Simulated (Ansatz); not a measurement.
**Lattice vibrations of Al2Cu at Γ**

Level of theory: DFT PBEsol, scalar-relativistic, plane waves, PAW in Ansatz. Settings: 420 eV plane-wave cutoff, Γ-centred 14×14×14 mesh, Fermi-Dirac smearing of 0.15 eV. No spin polarisation. Phonons by linear response, acoustic sum rule imposed.

Equilibrium structure at this level:
```xyz
3
Lattice="-2.0251 2.0251 2.8639 2.0251 -2.0251 2.8639 2.0251 2.0251 -2.8639" Properties=species:S:1:pos:R:3 pbc="T T T"
Al    0.0000    2.0251    1.4319
Al    2.0251    0.0000    1.4319
Cu    0.0000    0.0000    2.8639
```

In a metal, frequencies and elastic constants depend on the k mesh and the smearing, soft modes and shear constants most.

Optical modes at Γ; i marks an imaginary frequency:
| frequency (cm⁻¹) | degeneracy |
| --- | --- |
| 265 | 3 |
| 287 | 3 |

All 6 optical modes at Γ are real: no displacement of atoms at fixed cell lowers the energy to second order. Strains and modes at other wave vectors aren't tested by this run.

Whether Al2Cu exists in this form wasn't checked.

Cost: 1 run of about 0.99 core-minutes, on Intel Xeon Platinum 8375C (Ice Lake) (shared hosts).